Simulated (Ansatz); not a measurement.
# Co (P-3m1) in Ansatz: further runs, part 2 of 2

Ansatz 0.2.0. The steps go on from the part before.

## Step 4: Relaxation of cell and atoms, PBEsol, collinear spin, ferromagnetic start, target pressure 5 GPa, at which the enthalpy is minimised

input.yaml

```yaml
crystal:
  lattice:
    - [2.4873648738, 0.0, 0.0]
    - [-1.2436824369, 2.1541211692, 0.0]
    - [0.0, 0.0, 4.0632895034]
  atoms:
    - { symbol: Co, position: [0.3333333333, 0.6666666667, 0.740139], spin: 2.0 }
    - { symbol: Co, position: [0.6666666667, 0.3333333333, 0.259861], spin: 2.0 }
hamiltonian:
  xc: pbesol
  pseudopotentials: { kind: paw }
magnetization:
  spin_polarized: true
kpoints:
  mp_grid: { grid: [12, 12, 7] }
scf:
  occupations: { method: fermi_dirac, width: 0.05 }
output:
  forces: true
  stress: true
  eigenvalues: true
relax:
  f_tol: 0.01
  max_steps: 40
  cell: { stress_tol: 0.05, p_target: 5.0 }
```

Potentials or basis: Ansatz PAW.

Launch:

```
$ ansatz run input.yaml --threads 2 --pin off --max-ram 5632MiB --backend cpu --events-out ev --progress --plain --runs-dir out
```

Standard output:

```text
Warning: RAYON_NUM_THREADS=2 ignored (pool sized by the plan → 2); use --threads N
Engine: ansatz 0.2.0, aarch64-unknown-linux-gnu
Pseudopotentials: kind: paw
Pseudopotential: Co, paw, valence charge 17, recommended cutoff 420 eV (normal), Co.paw.azcp
Functional definition: PBEsol
  exchange = pbesol_x
  correlation = pbesol_c
Crystal: 2 atoms, lattice volume = 21.771 Å³
Basis set: ecut = 420 eV, 391 PW (Γ), exchange–correlation on 36×36×60 points (8 copies of the dense FFT grid, shifted against one another)
Bands: 23, of which v1, the nominal top of the filled ones, is band 17 counted from 1 (16 counted from 0)
Symmetry: 12 space group operations
Space group: P-3m1 (ITA 164), of the structure as read, at distance tolerance 2.8e-5 Å
Magnetic group: BNS 164.85 (UNI 1315), of the structure as read, at distance tolerance 2.8e-5 Å
k-points: 112 of 1008
Non-local potential: Co, projectors of the file, l = 0: 3, l = 1: 2, l = 2: 3, l = 3: 1
PAW form: soft (Blöchl's): semilocal exchange-correlation on the pseudo side does not see the compensation charge
PAW frozen core: Co, regenerated for the run's functional, and the local potential with it (the file was generated under x = pbe(κ = 0.804, μ = 0.2195149727645171), c = pbe(β = 0.06672455060314922))
PAW one-centre angular grid: Co, 590 points (default); XC on 64 Gauss nodes
[... 131 lines left out ...]
  E_hartree    = 2297.698037
  E_xc         = -316.980928
  E_vxc        = -411.002855  (∫ρ·V_xc dr)
  E_paw        = -2965.294648  (= ΣΔE_a)
  E_vpaw       = -974.378448  (= ΣTr[D̂ρ^β])
  E_aug_tail   = 0.000119  (compensation charges beyond the density's cutoff)
  E_ewald      = -5549.777663
  E_core_change = 0.376838  (= ΣΔE_core)
  E_smearing   = -0.014833  (= −TS)
  E_closure    = 0.000000  (closes the sum)
  Σ components = -10185.981445   (vs F -10185.981445, Δ=0.00e0)
--- Forces (eV/Å), atoms counted from 1 ---
  atom   1  Co    -0.00000000    -0.00000000    -0.00003119
  atom   2  Co     0.00000000     0.00000000     0.00003119
  max |Σ_I F_I| component: 4.63e-18 eV/Å
--- Stress (GPa, compression-positive) ---
        4.999846      -0.000000      -0.000000
       -0.000000       4.999846      -0.000000
       -0.000000      -0.000000       4.998564
  P = ⅓ Tr σ = 4.9994 GPa (49.994 kbar)
--- Band table (eV; the first three rows and the last of 224) ---
  k-point 0 ↑: bands = ["-75.7258", "-75.6478", "-39.3034", "-38.9430", "-38.9430", "-38.8818", "-38.8818", "-38.8781", "10.5658", "14.5209", "17.3519", "17.3663", "17.3663", "17.7250", "17.7250", "18.1147", "18.1147", "19.3642", "19.3642", "19.7955", "26.9679", "42.2571", "45.3044"]
  k-point 1 ↑: bands = ["-75.7219", "-75.6517", "-39.2827", "-38.9399", "-38.9399", "-38.8995", "-38.8848", "-38.8848", "10.7832", "14.4764", "17.2911", "17.3076", "17.3076", "17.6616", "17.6616", "18.2562", "18.2562", "19.0412", "19.3524", "19.3524", "28.1378", "42.1504", "44.4378"]
  k-point 2 ↑: bands = ["-75.7111", "-75.6625", "-39.2245", "-38.9594", "-38.9315", "-38.9315", "-38.8933", "-38.8933", "11.4135", "14.2107", "17.1375", "17.2376", "17.2376", "17.5107", "17.5107", "17.7758", "18.5572", "18.5572", "19.2895", "19.2895", "30.7628", "40.7735", "42.7026"]
  k-point 111 ↓: bands = ["-73.6874", "-73.6874", "-37.3269", "-37.3269", "-37.2519", "-37.2211", "-37.0517", "-37.0517", "17.0701", "17.1638", "17.1898", "17.1898", "18.1134", "18.1134", "19.6701", "19.9546", "21.1862", "21.1862", "26.7047", "26.7047", "27.8657", "29.1640", "31.0043"]
--- Relaxed structure (6 steps of the walk, 6 accepted, 2 SCFs on fresh bases) ---
  F+E_penalty+E_count = -10185.98144456 eV   max|allowed force component| = 3.119e-5 eV/Å   (the final SCF, on the basis selected at the relaxed cell)
  cell:  # Å, volume = 20.3136 Å³
    - [2.4403769544047482, 9.216913724081057e-34, -9.126802320548913e-18]
    - [-1.2201884772023741, 2.1134284373246106, 4.563401160274459e-18]
    - [-1.490928832325589e-17, 3.736754141509058e-33, 3.9386112548145302]
  atoms:
    - { symbol: Co, position: [0.3333333333333333, 0.6666666666666666, 0.7500004319781666] }
    - { symbol: Co, position: [0.6666666666666666, 0.3333333333333333, 0.24999956802183365] }
```

Wall time 36 s (2 threads of Arm Neoverse V1, shared host); peak memory 0.38 GiB.

Results:

| Property | Result |
| --- | --- |
| Free energy | -10185.9814 eV |
| Relaxed volume | 10.16 Å³/atom |
| Relaxed cell | a = 2.440 Å, b = 2.440 Å, c = 3.939 Å, α = 90.00°, β = 90.00°, γ = 120.00° |
| Space group after relaxing (to 0.05 Å) | P6_3/mmc (No. 194) |
| Energy change on relaxing (the enthalpy is what falls) | -23.6 meV/atom |
| Ionic steps | 8 |
| Pressure after relaxing | 5.0 GPa |
| Band gap on the k mesh | none (metal or under the smearing width) |
| Net moment | 3.07 μB per cell |
| Absolute moment | 3.34 μB per cell |
| Site moments | Co +1.60 μB |

Step by step:
```tsv
step	energy change (eV)	largest force (eV/Å)	volume (Å³)
1	0.0000	0.4425	21.77
2	-0.0431	0.3772	20.93
3	-0.0420	0.0014	20.14
4	-0.0488	0.0002	20.32
5	-0.0475	0.0002	20.32
6	-0.0473	0.0000	20.31
7	-0.0473	0.0000	20.31
8	-0.0473	0.0000	20.31
```

Final structure:
```xyz
2
Lattice="2.4404 0.0000 0.0000 -1.2202 2.1134 0.0000 0.0000 0.0000 3.9386" Properties=species:S:1:pos:R:3 pbc="T T T"
Co    0.0000    1.4090    2.9540
Co    1.2202    0.7045    0.9847
```

Levels at points of the mesh, in eV from the Fermi level:
Spin up:
| k point | band 16 | band 17 | band 18 | band 19 | band 20 | band 21 | band 22 | band 23 |
| --- | --- | --- | --- | --- | --- | --- | --- | --- |
| (0.00, 0.00, 0.00) | -1.92 | -1.92 | -0.67 | -0.67 | -0.23 | 6.94 | 22.23 | 25.27 |
| (0.00, -0.50, 0.00) | -0.53 | -0.40 | -0.36 | 1.47 | 3.61 | 10.10 | 10.82 | 13.26 |
Spin down:
```
            k point  band 11  band 12  band 13  band 14  band 15  band 16  band 17  band 18  band 19  band 20
 (0.00, 0.00, 0.00)    -1.12    -1.11    -1.11    -0.70    -0.70    -0.24    -0.24    -0.21     1.13     1.13
(0.00, -0.50, 0.00)    -3.63    -2.05    -1.30    -1.18    -0.71     1.27     1.43     1.46     2.74     4.60
```

Caveat: the plane-wave basis is chosen anew once the cell has moved, so the energies of steps on either side of that aren't comparable; the PAW data sets come from PBE, with cores solved anew for the run's functional, which leaves a small shift of forces and pressure.

## Step 5: The runs side by side

| cell | target pressure (GPa) | gap on the mesh (eV) | pressure (GPa) | moment (μB) |
| --- | --- | --- | --- | --- |
| relaxed | 0 | none | 0.0 | 3.13 |
| relaxed to 2 GPa | 2 | none | 2.0 | 3.11 |
| relaxed to 5 GPa | 5 | none | 5.0 | 3.07 |

Alike in all rows: task relaxation of cell and atoms; level PBEsol; potentials or basis Ansatz PAW; spin collinear, ferromagnetic start; k mesh 12 × 12 × 7; cutoff (eV) 420; smearing fermi-dirac 0.05 eV.

Caveats: the plane-wave basis is chosen anew once the cell has moved, so the energies of steps on either side of that aren't comparable; the PAW data sets come from PBE, with cores solved anew for the run's functional, which leaves a small shift of forces and pressure.

Absolute energies hang on the potentials; compare differences alone.
